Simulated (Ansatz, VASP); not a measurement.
# One calculation of Fe2O3 (Hematite), two programs

```
Fe O
1.0
     2.53988    1.46640    4.51550
    -2.53988    1.46640    4.51550
     0.00000   -2.93280    4.51550
Fe O
4 6
Direct
  0.35566 0.35566 0.35566
  0.14434 0.14434 0.14434
  0.64434 0.64434 0.64434
  0.85566 0.85566 0.85566
  0.55311 0.94689 0.25000
  0.25000 0.55311 0.94689
  0.94689 0.25000 0.55311
  0.44689 0.05311 0.75000
  0.75000 0.44689 0.05311
  0.05311 0.75000 0.44689
```

Alike in both runs: task single point; functional PBE; k mesh 6 × 6 × 6; occupations gaussian, width 0.05 eV; collinear spin; Hubbard terms Fe d U = 4.0 eV.

```csv
,VASP,Ansatz
version,VASP 6.6.1,Ansatz 0.2.0
potentials or method,"VASP PAW PBE potentials, release 64 (Fe, O)","scalar-relativistic, plane waves, PAW"
plane-wave cutoff (eV),520,420
valence electrons in the cell,68,100
```

```tsv
	VASP	Ansatz	Ansatz less VASP
gap on the k mesh at the Fermi level (eV)	1.79	1.64	-0.149
least direct gap on the mesh (eV)	1.89	1.70	-0.184
pressure (GPa)	5.4	9.7	+4.34
largest component of the traceless stress (GPa)	2.07	1.73	-0.342
rms of the force components (eV/Å)	0.135	0.186	+0.0508
net moment per atom (μB)	0.00	0.00	0.000
size of the moment on the site where the two differ most (μB)	4.24	3.84	-0.395
```

Site moments also hang on the region over which each program counts them. The programs project onto different local orbitals, so the same U acts differently. Atom by atom the forces differ by 0.075 eV/Å (rms over components). The two sets of potentials don't hold the same shells in valence. Ansatz warned: «saved_state_not_lowest».

A k mesh can miss the band edges. The state reached can hang on the start; a lower one may exist.
